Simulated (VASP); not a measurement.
## A VASP 6.6.1 single-point calculation on SiC

INCAR

```
LREAL = Auto
NSW = 0
LASPH = .TRUE.
GGA = CA
LWAVE = .FALSE.
PREC = Accurate
SIGMA = 0.01
LCHARG = .FALSE.
NBANDS = 16
ISMEAR = 0
ISIF = 2
NELM = 120
IBRION = -1
ENCUT = 520
EDIFF = 1E-7
```

KPOINTS

```
KPOINTS created by Atomic Simulation Environment
0
Gamma
12 12 6
0 0 0
```

POSCAR

```
Si C
 1.0000000000000000
     3.0753562450928453    0.0000000000287138   -0.0000000000000000
    -1.5376781225712892    2.6633366339231692    0.0000000000000000
    -0.0000000000000000    0.0000000000000000    5.0481081013589391
 Si  C
   2   2
Cartesian
 -0.0000000000165778  1.7755577559583506 -0.0020616743711291
  1.5376781225381340  0.8877788779935323  2.5219923763083409
 -0.0000000000165778  1.7755577559583506  1.8951022123807313
  1.5376781225381340  0.8877788779935323  4.4191562630602013
```

The recommended LDA PAW datasets give the neutral cell 16 valence electrons.

Command

```
mpirun -np 1 vasp_std
```

OSZICAR

```
N       E                     dE             d eps       ncg     rms          rms(c)
DAV:   1     0.226252674317E+02    0.22625E+02   -0.72054E+03  2432   0.896E+02
DAV:   2    -0.347884379219E+02   -0.57414E+02   -0.52443E+02  3496   0.158E+02
DAV:   3    -0.373392964207E+02   -0.25509E+01   -0.25399E+01  3224   0.306E+01
DAV:   4    -0.373594478535E+02   -0.20151E-01   -0.20148E-01  2976   0.339E+00
DAV:   5    -0.373596625043E+02   -0.21465E-03   -0.21465E-03  3216   0.327E-01    0.128E+01
DAV:   6    -0.334156929979E+02    0.39440E+01   -0.70804E+00  3080   0.163E+01    0.589E+00
DAV:   7    -0.333156926373E+02    0.10000E+00   -0.11784E+00  3464   0.632E+00    0.245E+00
DAV:   8    -0.332756522918E+02    0.40040E-01   -0.62076E-02  2776   0.150E+00    0.700E-01
DAV:   9    -0.332699244651E+02    0.57278E-02   -0.79234E-03  3120   0.610E-01    0.112E-01
DAV:  10    -0.332699939317E+02   -0.69467E-04   -0.61086E-04  2872   0.151E-01    0.623E-02
DAV:  11    -0.332699993381E+02   -0.54064E-05   -0.21913E-05  3288   0.340E-02    0.162E-02
DAV:  12    -0.332699985634E+02    0.77465E-06   -0.58358E-06  2936   0.148E-02    0.885E-03
DAV:  13    -0.332699978261E+02    0.73735E-06   -0.18657E-06  3288   0.844E-03    0.161E-03
DAV:  14    -0.332699978575E+02   -0.31407E-07   -0.15047E-07  1952   0.263E-03
   1 F= -.33269998E+02 E0= -.33269998E+02  d E =-.148701E-17
```

From OUTCAR

```
k-points           NKPTS =     76   k-points in BZ     NKDIM =     76   number of bands    NBANDS=     16

   NELECT =      16.0000    total number of electrons

   dimension x,y,z NGX =    24 NGY =   24 NGZ =   40
   dimension x,y,z NGXF=    48 NGYF=   48 NGZF=   80

  energy-cutoff  :      520.00
  volume of cell :       41.35
      direct lattice vectors                 reciprocal lattice vectors
     3.075356245  0.000000000  0.000000000     0.325165581  0.187734436  0.000000000
    -1.537678123  2.663336634  0.000000000    -0.000000000  0.375468871  0.000000000
     0.000000000  0.000000000  5.048108101     0.000000000  0.000000000  0.198094015

 k-points in reciprocal lattice and weights: KPOINTS created by Atomic Simulation Env
   0.00000000  0.00000000  0.00000000       0.001
   0.08333333  0.00000000  0.00000000       0.007
   0.16666667  0.00000000  0.00000000       0.007
   0.25000000  0.00000000  0.00000000       0.007
   0.33333333  0.00000000  0.00000000       0.007
   0.41666667  0.00000000  0.00000000       0.007
   0.50000000  0.00000000  0.00000000       0.003
   0.08333333  0.08333333  0.00000000       0.007
   ...

 E-fermi :   8.2713

 k-point     1 :       0.0000    0.0000    0.0000
  band No.  band energies     occupation
      1      -7.2664      2.00000
      2      -3.6491      2.00000
      3      -0.5028      2.00000
      4       6.9015      2.00000
      5       6.9015      2.00000
      6       8.1023      2.00000
      7       8.2168      2.00000
      8       8.2168      2.00000
      9      12.9855      0.00000
     10      14.4412      0.00000
     11      14.7747      0.00000
     12      14.7747      0.00000
     13      15.8700      0.00000
     14      17.0668      0.00000
     15      17.0668      0.00000
     16      19.3824      0.00000

 k-point     2 :       0.0833    0.0000    0.0000
  band No.  band energies     occupation
      1      -7.1453      2.00000
      2      -3.5451      2.00000
      3      -0.3912      2.00000
      4       6.2184      2.00000
      5       6.6891      2.00000
      6       7.7635      2.00000
      7       8.0246      2.00000
      8       8.1505      2.00000
      9      13.3791      0.00000
     10      14.3534      0.00000
     11      14.8509      0.00000
     12      15.0238      0.00000
     13      16.0580      0.00000
     14      16.8046      0.00000
     15      17.3673      0.00000
     16      18.5422      0.00000

 k-point     3 :       0.1667    0.0000    0.0000
  band No.  band energies     occupation
      1      -6.7853      2.00000
      2      -3.2414      2.00000
      3      -0.0651      2.00000
      4       4.7292      2.00000
      5       6.2098      2.00000
      6       6.6638      2.00000
      7       7.7409      2.00000
      8       7.9297      2.00000
      9      12.9984      0.00000
     10      14.9178      0.00000
     11      15.2488      0.00000
     12      15.4568      0.00000
     13      15.5566      0.00000
     14      17.1978      0.00000
     15      17.6978      0.00000
     16      18.0252      0.00000

 ...

  Total       -0.9523455     -0.9523455     -0.9883245     -0.0000000      0.0000000      0.0000000
  in kB      -36.9024313    -36.9024313    -38.2965815     -0.0000000      0.0000000      0.0000000
  external PRESSURE =     -37.3671481 kB  Pullay stress =       0.0000000 kB

 POSITION                                       TOTAL-FORCE (eV/Angst)
 -----------------------------------------------------------------------------------
     -0.00000      1.77556      5.04605        -0.000000     -0.000000      0.000618
      1.53768      0.88778      2.52199         0.000000      0.000000      0.000618
     -0.00000      1.77556      1.89510         0.000000     -0.000000     -0.000618
      1.53768      0.88778      4.41916        -0.000000      0.000000     -0.000618
 -----------------------------------------------------------------------------------
    total drift:                               -0.000000     -0.000000     -0.002074

  FREE ENERGIE OF THE ION-ELECTRON SYSTEM (eV)
  ---------------------------------------------------
  free  energy   TOTEN  =       -33.2699978575 eV

  energy  without entropy=      -33.2699978575  energy(sigma->0) =      -33.26999786
```

It converged. Results: gap between bands v and c on the k mesh 2.15 eV; least direct gap on the k mesh 3.87 eV; pressure -3.7 GPa. Band v is the last that the valence electrons fill when counted band by band, and c is the next.

For comparison, a separate LDA run of the intended cell, on usual settings and not on those above, gives a gap of 2.15 eV on its mesh and a pressure of -3.8 GPa.

The run above took about 22 s on one core of a shared host (Intel Xeon 6975P-C) and held 0.15 GiB at most.
